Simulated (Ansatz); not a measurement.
# SnO: the cost of one run

Program: Ansatz 0.2.0. Level of theory: DFT PBE, scalar-relativistic, plane waves, PAW. These are calculated values, not measurements.

2 further runs of the same task are left out: 2 set aside as unsound or not needed. Runs told in other sessions of the task aren't counted.

### Step 1. The structure to begin with

Symmetry: P4/nmm, No. 129, tetragonal system. Conventional cell: a = 3.868 Å, b = 3.868 Å, c = 5.067 Å, α = 90.00°, β = 90.00°, γ = 90.00°. Sn (site symmetry 4mm) has 4 O at 2.25 Å in its first shell of neighbours. O (site symmetry -4m2) is surrounded by 4 Sn at 2.25 Å.

Structure file:

```
CELL_PARAMETERS angstrom
3.86817 0.00000 0.00000
0.00000 3.86817 0.00000
0.00000 0.00000 5.06728
ATOMIC_POSITIONS crystal
Sn 0.00000 0.50000 0.22874
Sn 0.50000 0.00000 0.77126
O 0.00000 0.00000 0.00000
O 0.50000 0.50000 0.00000
```

It is the result of an earlier relaxation at this level (volume 18.96 Å³/atom; gap on the mesh: 0.50 eV).

### Step 2. The reference cell

The reference gives a free energy of -13183.4053 eV, pressure 0.01 GPa, largest force 0.000 eV/Å and gap on the mesh 0.50 eV. It was computed beforehand with the settings of the runs below.

### Step 3. The scan: random displacements

All atoms are moved at random with no net shift, in some cells together with a random strain.

### Step 4. At rms move = 0.235 Å

input.yaml

```yaml
crystal:
  lattice:
    - [3.8890260317, -0.0005142486, 0.0120809721]
    - [-0.0005142486, 3.846337371, 0.0189199322]
    - [0.0158259898, 0.0247849802, 5.1109299708]
  atoms:
    - { symbol: Sn, position: [-0.0206879619, 0.5183162716, 0.2074208063] }
    - { symbol: Sn, position: [0.5191082315, -0.0140922567, 0.8000728475] }
    - { symbol: O, position: [-0.0613898753, 0.009321573, 0.0266068346] }
    - { symbol: O, position: [0.5629696056, 0.4864544121, -0.0341004883] }
basis:
  ecutwfc: 420
kpoints:
  mp_grid: { grid: [10, 10, 8] }
hamiltonian:
  xc: pbe
scf:
  occupations: { method: gaussian, width: 0.05 }
output:
  forces: true
  stress: true
  eigenvalues: true
```

The run is started by

```
> ansatz run input.yaml --threads 2 --pin off --max-ram 5120MiB --backend cpu --events-out ev --progress --plain --runs-dir out
```

What time and memory should one allow on 2 threads of Intel Xeon at 2.50GHz (Skylake/Cascade Lake), shared host?

About 59 s, with a peak of 0.81 GiB.
